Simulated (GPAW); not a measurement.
Set up this calculation in GPAW 26.7.0, as an ASE script.

```
Task                : equation of state
Functional          : PBE
Potentials or basis : JTH PAW 2.0, PBE
Cutoff              : 600 eV
Basis               : pw
k mesh              : 6 × 6 × 6
Occupations         : fermi-dirac, width 0.05 eV
Spin                : no spin polarisation
Maxiter             : 150
Eos scales          : [0.94, 0.96, 0.98, 1.0, 1.02, 1.04, 1.06]
Data set            : Cd jth, Te jth
```

The structure of CdTe lies in CdTe.cif:

```cif
data_CdTe
_cell_length_a 4.53255447
_cell_length_b 4.53255447
_cell_length_c 4.53255447
_cell_angle_alpha 60.00000000
_cell_angle_beta 60.00000000
_cell_angle_gamma 60.00000000
_space_group_name_H-M_alt 'P1'
_space_group_name_Hall 'P 1'
_space_group_IT_number 1
loop_
_space_group_symop_operation_xyz
'x,y,z'
loop_
_atom_site_label
_atom_site_type_symbol
_atom_site_symmetry_multiplicity
_atom_site_Wyckoff_symbol
_atom_site_fract_x
_atom_site_fract_y
_atom_site_fract_z
_atom_site_occupancy
Te1 Te 1 a 0.7500000000 0.7500000000 0.7500000000 1
Cd1 Cd 1 a 0.0000000000 0.0000000000 0.0000000000 1
```

One way to write it, as run:

run.py

```python
from ase.eos import EquationOfState
from ase.io import Trajectory, read
from ase.units import GPa
from gpaw import GPAW, PW, setup_paths

setup_paths.insert(0, '.')

atoms = read('CdTe.cif')

traj = Trajectory('eos.traj', 'w')
volumes, energies = [], []
for x in [0.94, 0.96, 0.98, 1.0, 1.02, 1.04, 1.06]:
    a = atoms.copy()
    a.set_cell(atoms.cell * x**(1 / 3), scale_atoms=True)
    calc = GPAW(mode=PW(600),
                xc='PBE',
                kpts={'size': (6, 6, 6), 'gamma': True},
                occupations={'name': 'fermi-dirac', 'width': 0.05},
                setups={'Cd': 'jth', 'Te': 'jth'},
                nbands=-9,
                convergence={'density': 1e-05, 'energy': 1e-05},
                maxiter=150,
                txt=f'eos-{x:.2f}.txt')
    a.calc = calc
    energies.append(a.get_potential_energy(force_consistent=True))
    volumes.append(a.get_volume())
    p = -a.get_stress()[:3].mean() / GPa
    calc.write(f'eos-{x:.2f}.gpw')
    traj.write(a)
    print(f'{x:.2f} {volumes[-1]:10.4f} A^3 {energies[-1]:14.6f} eV {p:9.3f} GPa', flush=True)

v0, e0, B = EquationOfState(volumes, energies, eos='birchmurnaghan').fit()
print(f'V0 = {v0:.4f} A^3, E0 = {e0:.6f} eV, B0 = {B / GPa:.2f} GPa')
```

Potentials or basis: JTH PAW 2.0, PBE, pw.

Launch:

```bash
$ OMP_NUM_THREADS=1 python run.py
```

It gave:

| Item | Value |
| --- | --- |
| Equilibrium volume | 36.28 Å³/atom (rough: see the caveat) |
| Bulk modulus | 36 GPa (rough) |

Caveat: the minimum lies outside the volumes run; the program truncates these outside data sets.

It took 3.1 min on 1 thread of Intel(R) Xeon(R) Platinum 8375C CPU @ 2.90GHz (Ice Lake), with other jobs on the host, peak memory 0.26 GiB.
